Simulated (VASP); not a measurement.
# Nb (Fm-3m) in VASP: further runs, part 4 of 4

VASP 6.6.1. The steps go on from the part before.

## 18. Single point, PBEsol (cell strained at random at fixed volume)

INCAR

```
SYSTEM = Nb
ALGO = Normal ; EDIFF = 1E-7
ENCUT = 520 ; GGA = PS
ISIF = 2 ; ISMEAR = -1
LASPH = .True. ; LCHARG = .False.
LREAL = .False. ; LWAVE = .False.
NBANDS = 12 ; NELM = 100
PREC = Accurate ; SIGMA = 0.05
```

KPOINTS

```
k-points
0
Gamma
  11 11 11
  0 0 0
```

POSCAR

```
Nb
1.0
   -0.0410340000      2.1933810000      2.1088490000
    2.0464000000      0.0498140000      2.0180000000
    2.1262530000      2.1823850000     -0.0300390000
Nb
1
Direct
    0.0300770000     -0.0039730000     -0.0002200000
```

Potentials or basis: VASP PAW PBE potentials, release 64 (Nb_sv).

Launch:

```console
cat potpaw_PBE.64/Nb_sv/POTCAR > POTCAR
mpirun -np 1 vasp_std > vasp.out
```

OUTCAR:

```text
SYSTEM = Nb
   EDIFF = 1E-7
   ENCUT = 520
   GGA = PS
   ISIF = 2
   ISMEAR = -1
   LASPH = .True.
   LREAL = .False.
   NELM = 100
   PREC = Accurate

 ion  position               nearest neighbor table
   1  0.030  0.996  1.000-

  LATTYP: Found a triclinic cell.
 ALAT       =     2.9934117205
 B/A-ratio  =     1.0172378203
 C/A-ratio  =     0.9602643726
 COS(alpha) =     0.0135171135
 COS(beta)  =     0.4627380498
 COS(gamma) =     0.5202379463

  Lattice vectors:

 A1 = (   2.0874340000,  -2.1435670000,  -0.0908490000)
 A2 = (   2.1672870000,  -0.0109960000,  -2.1388880000)
 A3 = (   2.0464000000,   0.0498140000,   2.0180000000)

Analysis of symmetry for initial positions (statically):
=====================================================================
 Subroutine PRICEL returns:
 Original cell was already a primitive cell.

 Routine SETGRP: Setting up the symmetry group for a
 triclinic supercell.

 Subroutine GETGRP returns: Found  2 space group operations
 (whereof  1 operations were pure point group operations)
 out of a pool of  2 trial point group operations.

The static configuration has the point symmetry C_1 .
 The point group associated with its full space group is S_2 .

Analysis of symmetry for dynamics (positions and initial velocities):
=====================================================================
 Subroutine PRICEL returns:
 Original cell was already a primitive cell.

 Routine SETGRP: Setting up the symmetry group for a
 triclinic supercell.

 Subroutine GETGRP returns: Found  2 space group operations
 (whereof  1 operations were pure point group operations)
 out of a pool of  2 trial point group operations.

The dynamic configuration has the point symmetry C_1 .
 The point group associated with its full space group is S_2 .

 Subroutine INISYM returns: Found  2 space group operations
 (whereof  1 operations are pure point group operations),
 and found     1 'primitive' translations

[... 120 lines left out ...]
   IVDW    =     0    specifies the selected vdW correction
   LEPSILON=     F    determine dielectric tensor
   LRPA    =     F    only Hartree local field effects (RPA)
 non-spin polarized calculation
  energy-cutoff  :      520.00
  volume of cell :       18.92
 maximum number of plane-waves:       522
   NGX = 11   NGY = 11   NGZ = 11

 number of electron      13.0000000 magnetization

 Free energy of the ion-electron system (eV)
  ---------------------------------------------------
  ext. energy  EPLUGINS =         0.00000000
  ---------------------------------------------------
  free energy    TOTEN  =       -10.61465139 eV

  energy without entropy =      -10.60113297  energy(sigma->0) =      -10.60789218

 E-fermi :  10.6983     XC(G=0): -12.3714

 val. band max:       10.6952834653   @ k =  -0.1818   0.0000   0.4545
 cond. band min:      10.7018066995   @ k =   0.4545   0.0909  -0.0000
 fundamental gap:      0.0065232342
 Fermi energy:        10.6983408182

 k-point     1 :       0.0000    0.0000    0.0000
  band No.  band energies     occupation
      1     -43.9549      2.00000
      2     -19.4575      2.00000
      3     -19.3934      2.00000
      4     -19.2620      2.00000
      5       4.4959      2.00000
      6      10.4439      1.98775
      7      10.5243      1.94023
      8      11.5314      0.00000
      9      13.1756      0.00000
     10      13.7240      0.00000
     11      22.5432      0.00000
     12      26.5803      0.00000
[... 331 lines left out ...]
 k-point    24 :      -0.4545    0.1818    0.0000
  band No.  band energies     occupation
      1     -43.7534      2.00000
      2     -20.3973      2.00000
      3     -19.7103      2.00000
      4     -19.6057      2.00000
      5       7.8836      2.00000
      6       9.6516      2.00000
      7      10.8353      0.12149
      8      11.3248      0.00001
      9      14.9400      0.00000
     10      17.2872      0.00000
     11      20.0010      0.00000
     12      25.0480      0.00000

 [... further k-points ...]

------------------------ aborting loop because EDIFF is reached ----------------------------------------

  FORCE on cell =-STRESS in cart. coord.  units (eV):
  Direction    XX          YY          ZZ          XY          YZ          ZX
  --------------------------------------------------------------------------------------
  -------------------------------------------------------------------------------------
  Total       -1.0216912     -0.3983860     -1.4189881      0.0535805      0.1239437     -0.2337484
  in kB      -86.5105443    -33.7328813   -120.1512065      4.5368708     10.4947882    -19.7923772
  external PRESSURE =     -80.1315440 kB  Pullay stress =       0.0000000 kB

 VOLUME and BASIS-vectors are now :
 -----------------------------------------------------------------------------
  energy-cutoff  :      520.00
  volume of cell :       18.92
      direct lattice vectors                 reciprocal lattice vectors
    -0.041034000  2.193381000  2.108849000    -0.232829959  0.230013151  0.230428817
     2.046400000  0.049814000  2.018000000     0.246711242 -0.236908050  0.251204882
     2.126253000  2.182385000 -0.030039000     0.228371774  0.232449757 -0.237323712

 POSITION                                       TOTAL-FORCE (eV/Angst)
 -----------------------------------------------------------------------------------
      4.16282      2.29749      2.04338         0.000000      0.000000     -0.000000
 -----------------------------------------------------------------------------------
    total drift:                                0.000004      0.000001     -0.000000

  FREE ENERGIE OF THE ION-ELECTRON SYSTEM (eV)
  ---------------------------------------------------
  free  energy   TOTEN  =       -10.6146513903 eV

  energy  without entropy=      -10.6011329662  energy(sigma->0) =      -10.60789218
```

OSZICAR:

```text
N       E                     dE             d eps       ncg     rms          rms(c)
DAV:   1     0.114402984188E+03    0.11440E+03   -0.71582E+03 15984   0.107E+03
DAV:   2    -0.611934600691E+01   -0.12052E+03   -0.11637E+03 17240   0.389E+02
DAV:   3    -0.108183748410E+02   -0.46990E+01   -0.44852E+01 23512   0.653E+01
DAV:   4    -0.111465743241E+02   -0.32820E+00   -0.32580E+00 22892   0.156E+01
DAV:   5    -0.111559281181E+02   -0.93538E-02   -0.93466E-02 23276   0.230E+00    0.681E+00
DAV:   6    -0.106725176556E+02    0.48341E+00   -0.73345E-01 25700   0.104E+01    0.236E+00
DAV:   7    -0.106114958888E+02    0.61022E-01   -0.20681E-01 26492   0.544E+00    0.987E-01
DAV:   8    -0.106146087711E+02   -0.31129E-02   -0.12930E-02 19236   0.145E+00    0.591E-02
DAV:   9    -0.106146387095E+02   -0.29938E-04   -0.96338E-04 26520   0.337E-01    0.381E-02
DAV:  10    -0.106146559669E+02   -0.17257E-04   -0.31040E-05 19100   0.721E-02    0.837E-03
DAV:  11    -0.106146513738E+02    0.45931E-05   -0.28369E-06 26132   0.212E-02    0.591E-03
DAV:  12    -0.106146513903E+02   -0.16432E-07   -0.68979E-07 19568   0.146E-02
   1 F= -.10614651E+02 E0= -.10607892E+02  d E =-.135184E-01
```

It took 2.2 min on 1 thread of AMD EPYC 7R43 (Zen 3), shared host; peak memory 0.22 GiB.

Results:

```
Free energy            : -10.6147 eV
Pressure               : -8.0 GPa
Band gap on the k mesh : none (metal or under the smearing width)
```

Stress tensor (GPa, compression positive):
```
 -8.65   0.45  -1.98
  0.45  -3.37   1.05
 -1.98   1.05 -12.02
```

Caveat: the PAW data sets were made with another functional, which shifts forces and pressure a little.

## 19. Equation of state, PBEsol

Potentials or basis: VASP PAW PBE potentials, release 64 (Nb_sv).

This step only gathers the single runs of the series.

Results:

* Equilibrium volume: 18.06 Å³/atom
* Bulk modulus: 178 GPa
* Pressure derivative of the bulk modulus: 4.1

Energy against volume, from the lowest point:
| volume (Å³/atom) | energy (meV/atom) |
| --- | --- |
| 17.786 | 2.08 |
| 18.165 | 0.00 |
| 18.543 | 6.47 |
| 18.922 | 20.69 |
| 19.300 | 41.84 |
| 19.679 | 69.25 |
| 20.057 | 102.27 |

Caveat: the PAW data sets were made with another functional, which shifts forces and pressure a little.

## 20. Summary

```tsv
task	level	cell	ladder	gap on the mesh (eV)	pressure (GPa)	V0 of scaled cells (Å³/atom)	B0 (GPa)
single point	PBE	as given	-	none	-2.1	-	-
single point	PBE	cell strained at random at fixed volume	-	none	-2.5	-	-
equation of state	PBE	as given	-	-	-	18.68	165
single point	PBEsol	as given	free	none	-7.7	-	-
single point	PBEsol	cell strained at random at fixed volume	free	none	-8.0	-	-
equation of state	PBEsol	as given	free	-	-	18.06	178
```

Alike in all rows: potentials or basis VASP PAW PBE potentials, release 64 (Nb_sv); no spin polarisation; k mesh 11 × 11 × 11; cutoff (eV) 520; smearing fermi-dirac 0.05 eV.

Caveats: the PAW data sets were made with another functional, which shifts forces and pressure a little (some runs).

Total energies depend on the potentials used, so only differences within one code and one set of settings carry meaning.
